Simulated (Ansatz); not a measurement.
Ga:

```
CELL_PARAMETERS angstrom
2.77842 0.00000 0.00000
0.00000 3.28161 0.00000
-1.34343 0.00000 3.99027
ATOMIC_POSITIONS crystal
Ga 0.13460 0.75000 0.77017
Ga 0.86540 0.25000 0.22983
```

This isn't the form of Ga at room conditions, which is orthorhombic.

```yaml
Program: Ansatz 0.2.0
Task: relaxation of cell and atoms
Functional: BLYP
Potentials_or_basis: Ansatz PAW
Cutoff: "420 eV (not typed: the program's choice for these potentials)"
k_mesh: 10 × 8 × 7
Occupations: fermi-dirac, width 0.05 eV
Spin: no spin polarisation
```

At the start: volume 18.19 Å³/atom.

Q: How do energy, volume and symmetry change on relaxing?

A: It ends after 8 steps and the volume is 21.69 Å³/atom (+19.2 %); space group P2_1/m (No. 11, to 0.05 Å).

Step by step:
```csv
step,energy change (eV),largest force (eV/Å),volume (Å³)
1,0.0000,0.1224,36.38
2,-0.1474,0.0181,41.47
3,-0.1585,0.0114,42.80
4,-0.1594,0.0007,43.24
5,-0.1594,0.0007,43.26
6,-0.1621,0.0006,43.26
7,-0.1621,0.0007,43.38
8,-0.1621,0.0007,43.38
```

Final structure:
```
Ga
1.0
     2.98269    0.00000   -0.03074
     0.00000    3.43483    0.00000
    -1.48635    0.00000    4.24911
Ga
2
Direct
  0.12469 0.75000 0.76782
  0.87531 0.25000 0.23218
```

Caveat: the volume moved by over 15 % at a fixed basis, so the end points are rough; the plane-wave basis is chosen anew once the cell has moved, so the energies of steps on either side of that aren't comparable; the PAW data sets come from PBE, with cores solved anew for the run's functional, which leaves a small shift of forces and pressure.
